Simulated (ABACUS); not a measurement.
Set up this calculation in ABACUS 3.10.1, as an ASE script.

- Task: relaxation of cell and atoms
- Functional: LDA
- Potentials or basis: PseudoDojo NC SR 0.4.1 LDA standard
- Cutoff: 1143 eV
- Density cutoff: 4572 eV
- Basis: plane waves
- k mesh: 7 × 7 × 7
- Occupations: fermi-dirac, width 0.05 eV
- Spin: no spin polarisation
- Max steps of the relaxation: 60
- Force threshold: 0.01 eV/Å
- Optimiser: cg
- Stress threshold: 1 kbar
- Radial cutoff of the potentials (pseudo_rcut): 10 bohr
- SCF threshold on the density: 1e-08
- Max SCF steps: 100
- Eigensolver: dav
- Mixing: broyden
- Mixing share: 0.7
- Symmetry key: 1
- Bands: 12

The structure of SrO lies in POSCAR:

```
SrO
1.0
    0.0000000000      2.5663000000      2.5663000000
    2.5663000000      0.0000000000      2.5663000000
    2.5663000000      2.5663000000      0.0000000000
Sr O
1 1
Direct
    0.5000000000      0.5000000000      0.5000000000
    0.0000000000      0.0000000000      0.0000000000
```

One way to write it, as run:

run_abacus.py

```python
"""ABACUS run from a structure file: ASE reads it, the script writes STRU, KPT and INPUT."""
import re
import subprocess
from ase.io import read
from ase.units import Bohr

atoms = read("POSCAR")
atoms = atoms[(-atoms.numbers).argsort(kind="stable")]  # ABACUS lists atoms element by element
pseudo = {'Sr': 'Sr.upf', 'O': 'O.upf'}
orbital = {}
magmoms = None
kmesh = [7, 7, 7]
params = {
    'suffix': 'SrO',
    'calculation': 'cell-relax',
    'basis_type': 'pw',
    'pseudo_dir': './',
    'symmetry': 1,
    'dft_functional': 'pz',
    'ecutwfc': 84,
    'pseudo_rcut': 10,
    'nspin': 1,
    'nbands': 12,
    'ks_solver': 'dav',
    'smearing_method': 'fd',
    'smearing_sigma': 0.00367493,
    'scf_thr': 1e-08,
    'scf_nmax': 100,
    'mixing_type': 'broyden',
    'mixing_beta': 0.7,
    'cal_force': 1,
    'cal_stress': 1,
    'relax_nmax': 60,
    'force_thr_ev': 0.01,
    'relax_method': 'cg',
    'out_stru': 1,
    'stress_thr': 1,
    'kpar': 4,
}

symbols = atoms.get_chemical_symbols()
elements = list(dict.fromkeys(symbols))
lines = ["ATOMIC_SPECIES"] + [f"{e} {atoms.get_masses()[symbols.index(e)]:.4f} {pseudo[e]}" for e in elements]
if orbital:
    lines += ["", "NUMERICAL_ORBITAL"] + [orbital[e] for e in elements]
lines += ["", "LATTICE_CONSTANT", f"{1 / Bohr:.10f}", "", "LATTICE_VECTORS"]
lines += [" ".join(f"{x:.10f}" for x in v) for v in atoms.cell]
lines += ["", "ATOMIC_POSITIONS", "Direct"]
for e in elements:
    lines += ["", e, "0.0", str(symbols.count(e))]
    for i, p in enumerate(atoms.get_scaled_positions(wrap=False)):
        if symbols[i] == e:
            mag = "" if magmoms is None else " mag " + " ".join(str(x) for x in (magmoms[i] if isinstance(magmoms[i], list) else [magmoms[i]]))
            lines.append(" ".join(f"{x:.10f}" for x in p) + " 1 1 1" + mag)
open("STRU", "w").write("\n".join(lines) + "\n")
open("KPT", "w").write("K_POINTS\n0\nGamma\n%d %d %d 0 0 0\n" % tuple(kmesh))
open("INPUT", "w").write("INPUT_PARAMETERS\n" + "".join(f"{k:<20s}{v}\n" for k, v in params.items()))

done = subprocess.run(['mpirun', '-np', '4', 'abacus'])
if done.returncode:
    raise SystemExit(done.returncode)
log = open("OUT.SrO/running_cell-relax.log").read()
print("final energy (eV):", re.findall(r"FINAL_ETOT_IS (\S+)", log))
```

Potentials or basis: PseudoDojo NC SR 0.4.1 LDA standard, plane waves.

The run is started by

```console
$ OMP_NUM_THREADS=1 python run_abacus.py > log
```

Results of the run:

| Property | Result |
| --- | --- |
| Relaxed volume | 16.22 Å³/atom |
| Relaxed cell | a = 3.580 Å, b = 3.580 Å, c = 3.580 Å, α = 60.00°, β = 60.00°, γ = 60.00° |
| Space group after relaxing (to 0.05 Å) | Fm-3m (No. 225) |
| Energy gained by relaxing | 8.8 meV/atom |
| Ionic steps | 3 |
| Pressure after relaxing | 0.0 GPa |
| Band gap on the k mesh | 3.23 eV, indirect (least direct gap 3.28 eV) |

Caveat: an odd mesh through Γ misses points on the zone boundary, where band edges often lie.

Run time: 9.1 s on 4 MPI ranks on Intel(R) Xeon(R) Platinum 8375C CPU @ 2.90GHz (Ice Lake), on a shared host, peak memory 0.36 GiB a rank.
